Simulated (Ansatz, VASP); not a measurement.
This is a calculation of SnTe3 for Ansatz 0.2.0.

The input input.yaml:

```yaml
crystal:
  lattice:
    - [0.0, 3.9369484026, 3.9369484026]
    - [3.9369484026, 0.0, 3.9369484026]
    - [3.9369484026, 3.9369484026, 0.0]
  atoms:
    - { symbol: Te, position: [0.5, 0.5, 0.5] }
    - { symbol: Te, position: [0.75, 0.75, 0.75] }
    - { symbol: Te, position: [0.25, 0.25, 0.25] }
    - { symbol: Sn, position: [0.0, 0.0, 0.0] }
kpoints:
  mp_grid: { grid: [6, 6, 6] }
scf:
  occupations: { method: fermi_dirac, width: 0.05 }
hamiltonian:
  xc: pbesol
  pseudopotentials: { kind: all_electron, lapw: { basis_error: 0.001 } }
output:
  forces: true
  stress: true
  eigenvalues: true
```

Potentials or basis: all-electron LAPW, scalar-relativistic.

Run with:

```bash
$ ansatz run input.yaml --threads 2 --pin off --max-ram 8192MiB --backend cpu --events-out ev --progress --plain --runs-dir out
```

Translate it to VASP 6.6.1. Potentials there: VASP PAW PBE potentials, release 64 (Te, Sn_d).

As run (the cutoff follows the program's own potentials):

INCAR

```
SYSTEM = SnTe3
  PREC = Accurate
  ENCUT = 520
  EDIFF = 1E-6
  ISMEAR = -1
  SIGMA = 0.05
  LREAL = .FALSE.
  LASPH = .TRUE.
  NELM = 60
  ALGO = Normal
  ISIF = 2
  LWAVE = .FALSE.
  LCHARG = .TRUE.
  GGA = PS
  LELF = .TRUE.
  LVHAR = .TRUE.
  NBANDS = 24
```

The input KPOINTS:

```
Automatic mesh
0
G
  6 6 6
  0 0 0
```

The input POSCAR:

```
SnTe3
1.0
    0.0000000000      3.9369484026      3.9369484026
    3.9369484026      0.0000000000      3.9369484026
    3.9369484026      3.9369484026      0.0000000000
Te Sn
3 1
Direct
    0.5000000000      0.5000000000      0.5000000000
    0.7500000000      0.7500000000      0.7500000000
    0.2500000000      0.2500000000      0.2500000000
    0.0000000000      0.0000000000      0.0000000000
```

Potentials or basis: VASP PAW PBE potentials, release 64 (Te, Sn_d).

Run with:

```console
$ cat potpaw_PBE.64/Te/POTCAR potpaw_PBE.64/Sn_d/POTCAR > POTCAR
$ mpirun -np 1 vasp_std > vasp.out
```

Both were run:

|  | VASP | Ansatz | Ansatz less VASP |
| --- | --- | --- | --- |
| gap on the k mesh at the Fermi level (eV) | none | none | - |
| pressure (GPa) | -5.1 | -5.1 | +0.03 |

A gap of «none» marks a metal or a gap that the smearing closes. Ansatz ran all-electron here, so the differences hold the error of VASP's frozen core and of both bases.

Caveats: the PAW data sets were made with another functional, which shifts forces and pressure a little (VASP). The runs have no spin-orbit coupling, so splittings on Te are missing.
